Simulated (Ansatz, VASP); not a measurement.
# H4C3 (C wire along [100], 9 atoms a period, H-terminated): VASP beside Ansatz

Aim: how closely do two programs agree when they are given the same cell, functional and k mesh? The structure shown is the start of the Ansatz relaxation below; VASP solves that cell, so the two are compared at the walk's first step.

Calculated with Ansatz 0.2.0; plane waves, with VASP 6.6.1 beside it; single point at PBE.

**1. The structure**

The cell holds 21 atoms: 9 C and 12 H. Cell: a = 11.663 Å, b = 11.663 Å, c = 3.570 Å, α = 90.0°, β = 90.0°, γ = 90.0°. Vacuum lies along a and b. The structure's axis is c.

**2. Ansatz: relaxation, PBE**

Ansatz runs on its PAW soft_1 files.

The two programs are compared at the cell with which this relaxation starts, whose forces are those of its first step.

File input.yaml:

```yaml
crystal:
  lattice:
    - [11.663, 0.0, 0.0]
    - [0.0, 11.663, 0.0]
    - [0.0, 0.0, 3.57]
  atoms:
    - { symbol: C, position: [0.346963243, 0.500011344, 0.0] }
    - { symbol: C, position: [0.500011344, 0.346963243, 0.0] }
    - { symbol: C, position: [0.500011344, 0.653059445, 0.0] }
    - { symbol: C, position: [0.653059445, 0.500011344, 0.0] }
    - { symbol: H, position: [0.291520192, 0.444568293, 0.181129496] }
    - { symbol: H, position: [0.444568293, 0.291520192, 0.181129496] }
    - { symbol: H, position: [0.555454394, 0.708502495, 0.181129496] }
    - { symbol: H, position: [0.708502495, 0.555454394, 0.181129496] }
    - { symbol: C, position: [0.423487293, 0.576535394, 0.25] }
    - { symbol: C, position: [0.576535394, 0.423487293, 0.25] }
    - { symbol: H, position: [0.368044242, 0.631978445, 0.431129496] }
    - { symbol: H, position: [0.631978445, 0.368044242, 0.431129496] }
    - { symbol: C, position: [0.500011344, 0.500011344, 0.5] }
    - { symbol: H, position: [0.368044242, 0.368044242, 0.568870504] }
    - { symbol: H, position: [0.631978445, 0.631978445, 0.568870504] }
    - { symbol: C, position: [0.423487293, 0.423487293, 0.75] }
    - { symbol: C, position: [0.576535394, 0.576535394, 0.75] }
    - { symbol: H, position: [0.291520192, 0.555454394, 0.818870504] }
    - { symbol: H, position: [0.444568293, 0.708502495, 0.818870504] }
    - { symbol: H, position: [0.555454394, 0.291520192, 0.818870504] }
    - { symbol: H, position: [0.708502495, 0.444568293, 0.818870504] }
kpoints:
  mp_grid: { grid: [1, 1, 23] }
scf:
  occupations: { method: fermi_dirac, width: 0.05 }
hamiltonian:
  xc: pbe
  pseudopotentials: { kind: paw, azcp: { folder: soft_1 } }
relax:
  cell: { fix: [a, b, alpha, beta, gamma] }
  max_steps: 45
  f_tol: 0.03
```

The run is started by

```
ansatz run input.yaml --threads 4 --pin off --max-ram 16384MiB --backend cpu --events-out ev --progress --plain --runs-dir out
```

Numbers of over 12 decimals in the logs are rounded to 6 here.

Output:

```text
Engine: ansatz 0.2.0, aarch64-unknown-linux-gnu
Pseudopotentials: kind: paw
Pseudopotential: C, paw, valence charge 4, recommended cutoff 420 eV (normal), soft_1/C.paw.azcp
Pseudopotential: H, paw, valence charge 1, recommended cutoff 420 eV (normal), soft_1/H.paw.azcp
Functional definition: PBE
  parameter kappa = 0.804
  parameter beta = 0.066725
  exchange = pbe_x(kappa = kappa, mu = beta*pi^2/3)
  correlation = pbe_c(beta = beta)
Crystal: 21 atoms, lattice volume = 485.611 Å³
Basis set: ecut = 420 eV, 9451 PW (Γ), exchange–correlation on 160×160×48 points (8 copies of the dense FFT grid, shifted against one another)
Bands: 45, of which v1, the nominal top of the filled ones, is band 24 counted from 1 (23 counted from 0)
Symmetry: 8 space group operations
Space group: P-42m (ITA 111), of the structure as read, at distance tolerance 7.9e-5 Å
k-points: 12 of 23
Non-local potential: C, projectors of the file, l = 0: 2, l = 1: 2, l = 2: 1
Non-local potential: H, projectors of the file, l = 0: 2, l = 1: 1
PAW form: soft (Blöchl's): semilocal exchange-correlation on the pseudo side does not see the compensation charge
PAW one-centre angular grid: C, 110 points (default); XC on 64 Gauss nodes
PAW one-centre angular grid: H, 110 points (default); XC on 64 Gauss nodes
Initial density: superposition of atomic densities (neutral atoms: chi_scale 0, normalization atom)
Initial wavefunctions: pseudopotential atomic-orbital guess
Functional: x = pbe(κ = 0.804, μ = 0.219515), c = pbe(β = 0.066725)
SCF iter   1: F=—  HF=-2460.272956 eV  |F-HF|=—  |Δ(HF+E_count)|=         —  Δρ=6.89e-2  dr2=2.79e1  ethr=3.10e-3  ⟨swp⟩=8.8  Hψ=3103  notcnv=0  defer=41
preconditioner: auto → Resta (q_TF=auto, 1.855 Å⁻¹)  ε∞=1.5  [insulator: Δε(μ)=7.627 eV  Ē_g=16.833 eV  σ=0.050 eV  W_gap=1.00  n_scr=46 (ndim 8)  ℏωp=11.7 eV  f_vac=0.629  D(μ)=0.00/eV (n_scr^D=0)  ε∞_Penn≈1.5  vacuum switching on, ρ_ref=2.1e-2 e/Å³]
SCF iter   2: F=—  HF=-2451.591034 eV  |F-HF|=—  |Δ(HF+E_count)|=    8.68e0  Δρ=3.14e-2  dr2=3.01e0  ethr=3.10e-3  ⟨swp⟩=4.0  Hψ=1249  notcnv=0  defer=187
SCF iter   3: F=—  HF=-2450.806405 eV  |F-HF|=—  |Δ(HF+E_count)|=   7.85e-1  Δρ=1.08e-2  dr2=4.26e-1  ethr=3.10e-3  ⟨swp⟩=2.0  Hψ=654  notcnv=0  defer=187
SCF iter   4: F=—  HF=-2450.709443 eV  |F-HF|=—  |Δ(HF+E_count)|=   9.70e-2  Δρ=1.74e-3  dr2=1.72e-2  ethr=8.88e-4  ⟨swp⟩=4.0  Hψ=974  notcnv=0  defer=175
SCF iter   5: F=—  HF=-2450.707415 eV  |F-HF|=—  |Δ(HF+E_count)|=   2.03e-3  Δρ=5.80e-4  dr2=1.30e-3  ethr=3.58e-5  ⟨swp⟩=2.0  Hψ=653  notcnv=0  defer=175
SCF iter   6: F=—  HF=-2450.707664 eV  |F-HF|=—  |Δ(HF+E_count)|=   2.49e-4  Δρ=1.78e-4  dr2=6.80e-5  ethr=2.72e-6  ⟨swp⟩=2.1  Hψ=646  notcnv=0  defer=175
SCF iter   7: F=—  HF=-2450.707940 eV  |F-HF|=—  |Δ(HF+E_count)|=   2.76e-4  Δρ=4.26e-5  dr2=7.74e-6  ethr=1.42e-7  ⟨swp⟩=2.0  Hψ=753  notcnv=0  defer=175
SCF iter   8: F=—  HF=-2450.707940 eV  |F-HF|=—  |Δ(HF+E_count)|=   3.92e-7  Δρ=1.08e-5  dr2=5.13e-7  ethr=1.61e-8  ⟨swp⟩=2.0  Hψ=701  notcnv=0  defer=175
SCF iter   9: F=-2450.707940 eV  HF=-2450.707940 eV  |F-HF|=7.19e-9  |Δ(HF+E_count)|=   1.85e-7  Δρ=2.82e-6  dr2=2.63e-8  ethr=2.08e-10  ⟨swp⟩=5.0  Hψ=1637  notcnv=0
SCF 1 converged in 9 iterations: F = -2450.707940 eV  dr2 = 2.63e-8
  greatest PAW one-centre occupation: 0.648 electrons in one spin orbital (limit 2), on the C atom at site 3 (counted from 0), in its partial waves of l = 0
relax step   1: F+E_penalty+E_count = -2450.70794022 eV  Δ(F+E_penalty+E_count) = +0.000e0 eV  max|allowed force component| = 6.136e-1 eV/Å  Δτ_max = 0.0000 Å  P = -0.398 GPa  Ω = 485.611 Å³  fix = [a, b, alpha, beta, gamma]  reactions: a -0.988, b -0.988 GPa  (9 SCF iters, dr2 threshold 1.00e-7 eV, accepted)
[...]
relax step   6: F+E_penalty+E_count = -2451.08766363 eV  Δ(F+E_penalty+E_count) = +1.368e-4 eV  max|allowed force component| = 4.500e-3 eV/Å  Δτ_max = 0.0030 Å  P = +0.018 GPa  Ω = 508.780 Å³  energy of the carried Pulay correction = -5.690e-4 eV  fix = [a, b, alpha, beta, gamma]  reactions: a +0.011, b +0.011 GPa  (5 SCF iters, dr2 threshold 2.42e-8 eV, accepted)
[...]
relax step   7: F+E_penalty+E_count = -2451.08828052 eV  Δ(F+E_penalty+E_count) = -6.169e-4 eV  max|allowed force component| = 4.641e-3 eV/Å  Δτ_max = 0.0000 Å  P = +0.019 GPa  Ω = 508.780 Å³  fix = [a, b, alpha, beta, gamma]  reactions: a +0.011, b +0.011 GPa  stress off target by 3.49e-2 GPa on what of the cell is left free  SCF on the basis re-selected at this cell (its energy is not comparable with the rows above)  (6 SCF iters)
basis re-selected at this cell: Δ(F+E_penalty+E_count) = -6.169e-4 eV, ΔP = +0.001 GPa vs the last step (what re-selecting the basis moved, of the pressure what is left beyond the Pulay correction that the steps carried, after the strain that the cell walked since its last selection, with what the two solves' SCF thresholds leave and, on support functions, any second-order correction that the steps lacked; it is no measure of the basis error at this ecutwfc). The dense FFT grid was sized anew with the basis: this SCF ran on 80×80×27 points, the steps before it on 80×80×25, so part of this shift can come from that change (see relax.cell in the input reference). [rest of the remark cut]
SCF converged after 6 iterations
Free energy (F): -2451.088281 eV
Harris-Foulkes:  -2451.088281 eV  (|F-HF|=6.70e-10)
Internal energy: -2451.088281 eV  (E = F + TS)
E sigma→0 (E₀):  -2451.088281 eV
Fermi energy:    -1.308827 eV
--- Per-component energies (eV) ---
  E_band       = -457.544416
  E_kinetic    = 968.971231
  E_local      = -10546.714663  (includes V_loc(G=0)·N_el)
  E_nonlocal   = 214.434153
  E_hartree    = 4825.545320
  E_xc         = -534.812052
  E_vxc        = -665.511169  (∫ρ·V_xc dr)
  E_paw        = -908.047652  (= ΣΔE_a)
  E_vpaw       = -79.801669  (= ΣTr[D̂ρ^β])
  E_aug_tail   = -0.012825  (compensation charges beyond the density's cutoff)
  E_ewald      = 3529.548205
  E_smearing   = -0.000000  (= −TS)
  E_closure    = -0.000000  (closes the sum)
  Σ components = -2451.088281   (vs F -2451.088281, Δ=0.00e0)
--- Forces (eV/Å), atoms counted from 1 ---
  atom   1  C     -0.00464128     0.00000000     0.00000000
  atom   2  C      0.00000000    -0.00464128     0.00000000
  atom   3  C     -0.00000000     0.00464128    -0.00000000
  atom   4  C      0.00464128    -0.00000000    -0.00000000
  atom   5  H      0.00082489    -0.00395233     0.00252083
  atom   6  H     -0.00395233     0.00082489     0.00252083
  atom   7  H      0.00395233    -0.00082489     0.00252083
  atom   8  H     -0.00082489     0.00395233     0.00252083
  atom   9  C     -0.00095161     0.00095161    -0.00170524
  atom  10  C      0.00095161    -0.00095161    -0.00170524
  atom  11  H     -0.00294740     0.00294740     0.00320214
  atom  12  H      0.00294740    -0.00294740     0.00320214
  atom  13  C      0.00000000     0.00000000     0.00000000
  atom  14  H     -0.00294740    -0.00294740    -0.00320214
  atom  15  H      0.00294740     0.00294740    -0.00320214
  atom  16  C     -0.00095161    -0.00095161     0.00170524
  atom  17  C      0.00095161     0.00095161     0.00170524
  atom  18  H      0.00082489     0.00395233    -0.00252083
  atom  19  H     -0.00395233    -0.00082489    -0.00252083
  atom  20  H      0.00395233     0.00082489    -0.00252083
  atom  21  H     -0.00082489    -0.00395233    -0.00252083
  max |Σ_I F_I| component: 5.42e-19 eV/Å
--- Stress (GPa, compression-positive) ---
        0.010854      -0.000000      -0.000000
       -0.000000       0.010854      -0.000000
       -0.000000      -0.000000       0.034927
  P = ⅓ Tr σ = 0.0189 GPa (0.189 kbar)
--- Relaxed structure (5 steps of the walk, 5 accepted, 2 SCFs on fresh bases) ---
  F+E_penalty+E_count = -2451.08828052 eV   max|allowed force component| = 4.641e-3 eV/Å   (the final SCF, on the basis selected at the relaxed cell)
  cell:  # Å, volume = 508.7799 Å³
    - [11.663, 0, 0]
    - [0, 11.663, 0]
    - [0, 0, 3.740326]
  atoms:
    - { symbol: C, position: [0.349530, 0.500011, -1.1568655544655757e-18] }
    - { symbol: C, position: [0.500011, 0.349530, -9.241098949156151e-19] }
    - { symbol: C, position: [0.500011, 0.650493, -9.24109894915617e-19] }
    - { symbol: C, position: [0.650493, 0.500011, -6.913542353656565e-19] }
    - { symbol: H, position: [0.292534, 0.444678, 0.158616] }
    - { symbol: H, position: [0.444678, 0.292534, 0.158616] }
    - { symbol: H, position: [0.555345, 0.707489, 0.158616] }
    - { symbol: H, position: [0.707489, 0.555345, 0.158616] }
    - { symbol: C, position: [0.424844, 0.575179, 0.243926] }
    - { symbol: C, position: [0.575179, 0.424844, 0.243926] }
    - { symbol: H, position: [0.368565, 0.631457, 0.400834] }
    - { symbol: H, position: [0.631457, 0.368565, 0.400834] }
    - { symbol: C, position: [0.500011, 0.500011, 0.500000] }
    - { symbol: H, position: [0.368565, 0.368565, 0.599166] }
    - { symbol: H, position: [0.631457, 0.631457, 0.599166] }
    - { symbol: C, position: [0.424844, 0.424844, 0.756074] }
    - { symbol: C, position: [0.575179, 0.575179, 0.756074] }
    - { symbol: H, position: [0.292534, 0.555345, 0.841384] }
    - { symbol: H, position: [0.444678, 0.707489, 0.841384] }
    - { symbol: H, position: [0.555345, 0.292534, 0.841384] }
    - { symbol: H, position: [0.707489, 0.444678, 0.841384] }
```

[end of part 1 of 2]

[Lines on the potential files, build, host, timing and source positions are cut from VASP's logs without a mark.]

[Logs are printed without paths, hosts, clocks, repeated set-up lines and the standing remarks that a program may print on its own settings, such as how far it seeks lower states.]

[Hosts, paths, dates, database ids (printed as entryN), source tags and the programs' standing remarks are cut or masked in the printed files.]
